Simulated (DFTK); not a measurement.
A run of DFTK 0.8.2:

Contents of run.jl:

```julia
using DFTK
using PseudoPotentialData
using Unitful, UnitfulAtomic
using LinearAlgebra, Printf
include("save.jl")
disable_threading()

# lattice vectors are the columns
lattice = austrip(1u"Å") * [ -1.8713408863   1.8713408863   1.8713408863;
             1.8713408863  -1.8713408863   1.8713408863;
             1.8713408863   1.8713408863  -1.8713408863]
symbols   = [:Sb]
positions = [[0.0, 0.0, 0.0]]
pseudopotentials = PseudoFamily("cp2k.nc.sr.pbe.v0_1.semicore.gth")
elements = Dict(s => ElementPsp(s, pseudopotentials) for s in unique(symbols))
atoms    = [elements[s] for s in symbols]

build_model(lattice, positions; symmetries=true) =
    model_DFT(lattice, atoms, positions;
              functionals=PBE(),
              temperature=austrip(0.05u"eV"),
              smearing=Smearing.FermiDirac(),
              symmetries)
Ecut  = 27.0  # hartree
kgrid = [10, 10, 10]
tol   = 1e-6
to_GPa = ustrip(uconvert(u"GPa", 1u"hartree/bohr^3"))

model = build_model(lattice, positions)
basis = PlaneWaveBasis(model; Ecut, kgrid)
display(basis)
scfres = self_consistent_field(basis;
                               tol,
                               nbandsalg=AdaptiveBands(model; n_bands_converge=7))
display(scfres.energies)
@printf "Fermi level: %.6f eV\n" ustrip(auconvert(u"eV", something(scfres.εF, NaN)))
forces = compute_forces_cart(scfres)
println("Forces (eV/Å)")
for (s, f) in zip(symbols, forces)
    @printf "%-3s %12.6f %12.6f %12.6f\n" s ustrip.(auconvert.(u"eV/Å", f))...
end
stress = compute_stresses_cart(scfres)
println("Stress (GPa)")
display(round.(stress * to_GPa; digits=4))
println("Levels at the first k-point (eV): ", round.(ustrip.(auconvert.(u"eV", scfres.eigenvalues[1][1:scfres.n_bands_converge])); digits=4))
save_scf!(scfres; forces, stress)
```

Potentials or basis: cp2k.nc.sr.pbe.v0_1.semicore.gth (PBE, GTH).

Command:

```console
$ julia --threads=1 run.jl  # save.jl only writes the numbers to a file and isn't shown; printed stress counts tension as positive; times include loading and compiling
```

Hardware: 1 thread of Intel(R) Xeon(R) 6975P-C (Granite Rapids), with other jobs on the host.

Problem. How long does it take, and how much memory?

Solution. Run time: 26 s on 1 thread of Intel(R) Xeon(R) 6975P-C (Granite Rapids), with other jobs on the host, peak memory 1.4 GiB. Counts: scf iterations 10, k points 47, plane waves 1205, bands 7.
